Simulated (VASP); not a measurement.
# VASP 6.6.1 run: BeTe

INCAR

```
LWAVE = .FALSE.
NELM = 120
ISIF = 2
LASPH = .TRUE.
LMAXMIX = 4
ISMEAR = 0
PREC = Accurate
METAGGA = R2SCAN
EDIFF = 1E-7
SIGMA = 0.01
NBANDS = 11
NSW = 0
ENCUT = 600
LCHARG = .FALSE.
IBRION = -1
ALGO = Normal
LREAL = .FALSE.
```

KPOINTS

```
KPOINTS created by Atomic Simulation Environment
0
Gamma
4 4 4
0 0 0
```

POSCAR

```
Be Te
 1.0000000000000000
     0.0000000000000000    2.7154786804000000    2.7154786804000000
     2.7154786804000000    0.0000000000000000    2.7154786804000000
     2.7154786804000000    2.7154786804000000    0.0000000000000000
 Be  Te
   1   1
Cartesian
  0.0000000000000000  0.0000000000000000  0.0000000000000000
  1.3577393402000000  1.3577393402000000  1.3577393402000000
```

The recommended PBE PAW datasets give the neutral cell 8 valence electrons.

Command

```
mpirun -np 1 vasp_std
```

OSZICAR

```
N       E                     dE             d eps       ncg     rms          rms(c)
DAV:   1     0.747820445617E+00    0.74782E+00   -0.39210E+03   176   0.701E+02
DAV:   2    -0.303001301353E+02   -0.31048E+02   -0.29667E+02   221   0.110E+02
DAV:   3    -0.315829698842E+02   -0.12828E+01   -0.12797E+01   272   0.241E+01
DAV:   4    -0.315894678169E+02   -0.64979E-02   -0.64972E-02   203   0.168E+00
DAV:   5    -0.315895641475E+02   -0.96331E-04   -0.96329E-04   231   0.225E-01    0.542E+00
DAV:   6    -0.304708544403E+02    0.11187E+01   -0.23803E-01   191   0.296E+00    0.386E+00
DAV:   7    -0.304516164252E+02    0.19238E-01   -0.17073E-01   219   0.213E+00    0.638E-01
DAV:   8    -0.304515337974E+02    0.82628E-04   -0.66970E-03   203   0.607E-01    0.386E-01
DAV:   9    -0.304519224079E+02   -0.38861E-03   -0.55937E-04   217   0.172E-01    0.226E-01
DAV:  10    -0.304520220030E+02   -0.99595E-04   -0.75643E-05   202   0.642E-02    0.828E-02
DAV:  11    -0.304520374358E+02   -0.15433E-04   -0.39711E-05   203   0.557E-02    0.344E-02
DAV:  12    -0.304520391973E+02   -0.17615E-05   -0.66879E-07   197   0.585E-03    0.145E-02
DAV:  13    -0.304520395623E+02   -0.36502E-06   -0.32630E-07   219   0.335E-03    0.158E-03
DAV:  14    -0.304520395624E+02   -0.83219E-10   -0.11522E-08   109   0.788E-04
   1 F= -.30452040E+02 E0= -.30452040E+02  d E =-.417783E-28
```

From OUTCAR

```
k-points           NKPTS =      8   k-points in BZ     NKDIM =      8   number of bands    NBANDS=     11

   NELECT =       8.0000    total number of electrons

   dimension x,y,z NGX =    32 NGY =   32 NGZ =   32
   dimension x,y,z NGXF=    64 NGYF=   64 NGZF=   64

  energy-cutoff  :      600.00
  volume of cell :       40.05
      direct lattice vectors                 reciprocal lattice vectors
     0.000000000  2.715478680  2.715478680    -0.184129599  0.184129599  0.184129599
     2.715478680  0.000000000  2.715478680     0.184129599 -0.184129599  0.184129599
     2.715478680  2.715478680  0.000000000     0.184129599  0.184129599 -0.184129599

 k-points in reciprocal lattice and weights: KPOINTS created by Atomic Simulation Env
   0.00000000  0.00000000  0.00000000       0.016
   0.25000000  0.00000000  0.00000000       0.125
   0.50000000  0.00000000  0.00000000       0.062
   0.25000000  0.25000000  0.00000000       0.094
   0.50000000  0.25000000  0.00000000       0.375
  -0.25000000  0.25000000  0.00000000       0.188
   0.50000000  0.50000000  0.00000000       0.047
  -0.25000000  0.50000000  0.25000000       0.094

 E-fermi :   6.3470

 k-point     1 :       0.0000    0.0000    0.0000
  band No.  band energies     occupation
      1      -7.3307      2.00000
      2       6.2715      2.00000
      3       6.2715      2.00000
      4       6.2715      2.00000
      5      10.1434      0.00000
      6      10.1434      0.00000
      7      10.1434      0.00000
      8      11.6806      0.00000
      9      15.4772      0.00000
     10      17.2177      0.00000
     11      17.2177      0.00000

 k-point     2 :       0.2500    0.0000    0.0000
  band No.  band energies     occupation
      1      -6.6355      2.00000
      2       2.4343      2.00000
      3       5.4392      2.00000
      4       5.4392      2.00000
      5      10.3099      0.00000
      6      11.1670      0.00000
      7      11.1670      0.00000
      8      14.5402      0.00000
      9      15.9130      0.00000
     10      15.9130      0.00000
     11      16.3332      0.00000

 k-point     3 :       0.5000    0.0000    0.0000
  band No.  band energies     occupation
      1      -5.5808      2.00000
      2      -0.2734      2.00000
      3       4.8891      2.00000
      4       4.8891      2.00000
      5      10.1315      0.00000
      6      11.1869      0.00000
      7      11.1869      0.00000
      8      14.6740      0.00000
      9      18.5917      0.00000
     10      18.9763      0.00000
     11      18.9763      0.00000

 k-point     4 :       0.2500    0.2500    0.0000
  band No.  band energies     occupation
      1      -6.3977      2.00000
      2       3.0592      2.00000
      3       4.2091      2.00000
      4       4.2091      2.00000
      5       9.0348      0.00000
      6      11.0944      0.00000
      7      13.5667      0.00000
      8      13.5667      0.00000
      9      16.5941      0.00000
     10      18.2942      0.00000
     11      18.2987      0.00000

 k-point     5 :       0.5000    0.2500    0.0000
  band No.  band energies     occupation
      1      -5.3106      2.00000
      2       0.5899      2.00000
      3       2.7055      2.00000
      4       3.8103      2.00000
      5       9.4410      0.00000
      6      12.3702      0.00000
      7      13.8295      0.00000
      8      13.8925      0.00000
      9      17.9076      0.00000
     10      19.2133      0.00000
     11      20.1831      0.00000

 ...

  Total        2.5357994      2.5357994      2.5357994      0.0000000      0.0000000      0.0000000
  in kB      101.4509903    101.4509903    101.4509903      0.0000000      0.0000000      0.0000000
  external PRESSURE =     101.4509903 kB  Pullay stress =       0.0000000 kB

 POSITION                                       TOTAL-FORCE (eV/Angst)
 -----------------------------------------------------------------------------------
      0.00000      0.00000      0.00000        -0.000000     -0.000000     -0.000000
      1.35774      1.35774      1.35774         0.000000      0.000000      0.000000
 -----------------------------------------------------------------------------------
    total drift:                                0.000000      0.000000      0.000000

  FREE ENERGIE OF THE ION-ELECTRON SYSTEM (eV)
  ---------------------------------------------------
  free  energy   TOTEN  =       -30.4520395624 eV

  energy  without entropy=      -30.4520395624  energy(sigma->0) =      -30.45203956
```

It converged. Results: gap between bands v and c on the k mesh 2.03 eV; least direct gap on the k mesh 3.87 eV; pressure 10.1 GPa. Band v is the last that the valence electrons fill when counted band by band, and c is the next.

These settings aren't sound, so the numbers aren't properties of the crystal.

On sound settings r²SCAN gives a gap of 2.04 eV on its mesh and a pressure of 9.5 GPa for the intended cell.

The run took about 19 s on one core of a shared host (Intel Xeon Platinum 8488C) and held 0.18 GiB at most.
